Q: These seven crystals share one structure, with every atom bonded to four neighbours. Yet BN resists compression nearly ten times as strongly as CdTe. Where does such a large difference come from?

Zincblende crystals (space group F-43m), computed with Ansatz 0.2.0: plane-wave PAW, r2SCAN, scalar-relativistic, no spin polarisation, cutoff 500 eV, Gaussian smearing of 0.02 eV. Bulk modulus, pressure derivative and equilibrium volume come from third-order Birch-Murnaghan fits to static energies at five volumes, 0.94 to 1.06 times that of the relaxed cell.

```
formula  structure    k mesh  bulk modulus (GPa)  bulk modulus pressure derivative  equilibrium volume (Å³/atom)  measured bulk modulus (GPa)                         source  bulk modulus, over measured less one (%)
   CdTe      F-43m     8×8×8                40.3                              4.59                         35.25                           42        arXiv:2306.14539 (2023)                                      -4.0
    ZnS      F-43m     8×8×8                78.6                              4.31                         19.56                         76.9         arXiv:0911.5022 (2009)                                       2.2
    GaP      F-43m     8×8×8                87.8                              4.39                         20.25                         87.5        arXiv:1709.06667 (2017)                                       0.3
    BAs      F-43m  10×10×10                 141                              4.07                         13.68                          148        arXiv:1911.11281 (2019)                                      -4.8
     BP      F-43m  10×10×10                 169                              3.76                         11.67                          174        arXiv:1901.06272 (2019)                                      -2.6
    SiC      F-43m  10×10×10                 227                              3.89                         10.33                          225             pmc:9505936 (2022)                                       1.0
     BN      F-43m  12×12×12                 392                              3.65                          5.88                          395  arXiv:cond-mat/0702656 (2007)                                      -0.8
```

A: Mostly from the length of the bonds. The bulk modulus B is the pressure needed per fractional loss of volume, and a pressure is an energy per volume. A crystal is therefore stiff when much bonding energy is packed into little space. Shorter bonds help twice, because the orbitals overlap more strongly and the bonding electrons have less room. From CdTe to BN the equilibrium volume per atom falls from 35.25 to 5.88 Å³.

Q: How steeply should the modulus depend on bond length?

A: Consider first the limit in which only the length d changes and the kind of bond stays the same. In covalent semiconductors the covalent splitting between bonding and antibonding states, used here as the measure of bonding energy, falls roughly as d to the power −2.5, which is an empirical rule. The bond charge can be pictured as filling a tube of nearly fixed width, whose volume grows in proportion to d. Dividing energy by volume gives

B = K / d^3.5

where K is a stiffness factor that depends on the kind of bond.

The III-V compounds GaP, BAs, BP and BN come close to this limit, since each pairs an atom with three valence electrons and one with five. A power law fitted to these four rows alone has an exponent of 3.63 and meets each of them within 1%. That supports the steepness of the law, though it does not prove the picture of the tube. The printed output below gives this fit and the other comparisons.

Q: Then GaP should be softer than ZnS, because its atoms take up more room. The table has it the other way round. Is that an error of the calculation?

A: The measured moduli have the same order, 87.5 GPa for GaP and 76.9 GPa for ZnS, so the inversion is real. This pair is close to the opposite limit, in which the length stays the same and the kind of bond changes. The bond is only about 1% longer in GaP, which by itself would make it 4% softer. The calculation finds it 12% stiffer, so its K must be about 16% larger.

Q: What does the bond in GaP have that the bond in ZnS lacks?

A: It does not have more electrons, since both compounds have eight valence electrons per pair of atoms, not counting filled d shells. The difference lies in how evenly they are shared. Gallium and phosphorus bring three and five, zinc and sulfur two and six. The more unequal pair draws more of the charge towards the anion, which leaves less of it between the atoms, where it stiffens the covalent bond.

The numbers show the grouping but not the charge itself. K is lowest for the two II-VI compounds, higher for all four III-V compounds and highest for SiC, and it sorts the same way when the measured moduli are used. For the step from II-VI to III-V compounds, the shift of charge is the standard explanation. The filled d shell of zinc, which lies closer in energy to the bonding electrons than that of gallium, may also contribute, and this table cannot separate the two.

Q: So which matters more over the whole range, the length or the kind of bond?

A: Length, by far. Of the factor of 9.7 between CdTe and BN, bond length supplies 8.1 and K only 1.2. The kind of bond decides the order only where two bond lengths nearly coincide, as in ZnS and GaP. Where both effects point the same way, they make a large step: SiC is 34% stiffer than BP, about half of it from the shorter bond and half from the larger K. That larger K cannot be put down to more even sharing, because boron and phosphorus attract electrons more equally than silicon and carbon do. The table does not show where it comes from.

Q: Can I estimate a modulus if I know only the compound and its volume?

A: Yes, with Cohen's relation, which puts numbers on K:

B = (1971 − 220 λ) / d^3.5

Here B is in GPa and d in Å. The number λ is 0 for IV-IV, 1 for III-V and 2 for II-VI compounds. In the zincblende structure the bond length follows from the volume per atom V, because the cubic cell holds eight atoms and a bond is a quarter of its body diagonal:

d = (√3/2) V^(1/3)

For GaP, V is 20.25 Å³, so d is 0.866 × 2.726 = 2.361 Å, and d^3.5 is 20.2. The estimate is then (1971 − 220)/20.2 = 87 GPa, against 87.8 GPa from the full calculation. The constants were not adjusted to this table, but they do come from measured crystals of this family. The agreement is thus a check of consistency rather than an independent prediction.

Q: Where does the estimate become less reliable?

A: At the stiff end. It stays within 7% of the computed modulus in every row, but it is about 6% too low for both SiC and BN. BN also shows that charge transfer alone does not set K, and λ only counts columns of the periodic table. Nitrogen attracts electrons much more strongly than phosphorus or arsenic, and still the K of BN is about as large as those of BP and BAs. For the IV-IV group the table has only SiC, so the size of its K should not be taken as typical.

Q: Suppose I compress GaP by 1% in volume. May I read its new modulus off the trend between compounds?

A: No, that would badly underestimate the stiffening. Going from one III-V compound to another, a 1% smaller volume comes with a modulus only about 1.2% higher. For a single crystal the relevant column is the pressure derivative, which is 4.39 for GaP. A 1% compression takes a pressure of about 0.01 B, and this raises the modulus by 4.39 × 0.01 B, or about 4.4%.

The reason is that a compound with short bonds has small atoms and is at rest at its own best distance. A compressed crystal keeps its large atoms and is pushed against their repulsion, which rises steeply.

Q: Does that also matter when I compare the calculation with a measurement?

A: It does, because a small error in volume becomes a larger one in the modulus. BAs has the largest deviation, 4.8% below the measured value. With its pressure derivative of 4.07, a computed volume too large by 4.8/4.07 = 1.2% would be enough to cause it. Whether this is the cause remains open, since the table has no measured volumes and the BAs measurement comes without a stated temperature or uncertainty. The thermal and zero-point motion missing from the calculation is unlikely to be the cause, because it normally softens a crystal and would widen the gap.

Printed output of the fit:

```
fit of log(B) on 7 rows: constant 7.783 +/- 0.13, coefficient of log(d) -3.911 +/- 0.17; rms 0.0691, worst SiC -0.123, leave-one-out rms 0.0976
fit of log(B) on 4 rows (lam == 1): constant 7.59 +/- 0.017, coefficient of log(d) -3.63 +/- 0.024; rms 0.00508, worst BP 0.00878, leave-one-out rms 0.0128
  rows outside the fit (model, value, miss): CdTe 3.801, 3.696, 0.105; ZnS 4.514, 4.364, 0.149; SiC 5.286, 5.425, -0.139
Bond length, stiffness factor K = B d^3.5 and misses of the models:
   row  bond length (Å)  lambda  K computed  K with measured B  Cohen B (GPa)  Cohen miss (%)  length-only miss (%)  III-V line miss (%)
  CdTe             2.84       2        1555               1620          39.68          -1.532                0.5052                11.04
   ZnS            2.333       2        1525               1492          78.89          0.3687                 11.06                16.11
   GaP            2.361       1        1774               1768          86.65           -1.31                -4.971              -0.3249
   BAs            2.071       1        1803               1893          136.9          -2.887                -1.325              -0.2362
    BP            1.964       1        1795               1849          164.8          -2.473                 1.279               0.8822
   SiC            1.886       0        2092               2073          213.9          -5.771                 -11.6               -12.95
    BN            1.563       1        1872               1886          366.7          -6.452                 6.717              -0.3159
Modulus of BN over CdTe: 9.727
of this, factor from bond length (power 3.5): 8.08
of this, factor from K: 1.204
Modulus of GaP over ZnS: 1.117
of this, factor from bond length (power 3.5) for GaP over ZnS: 0.9604
of this, factor from K for GaP over ZnS: 1.163
Modulus of SiC over BP: 1.343
of this, factor from bond length (power 3.5) for SiC over BP: 1.153
of this, factor from K for SiC over BP: 1.165
Exponent of bond length between the two II-VI rows: 3.403
Stiffening from compound to compound among III-V rows, % per % smaller volume: 1.21
Volume excess that alone would give the BAs error, %: 1.179
```
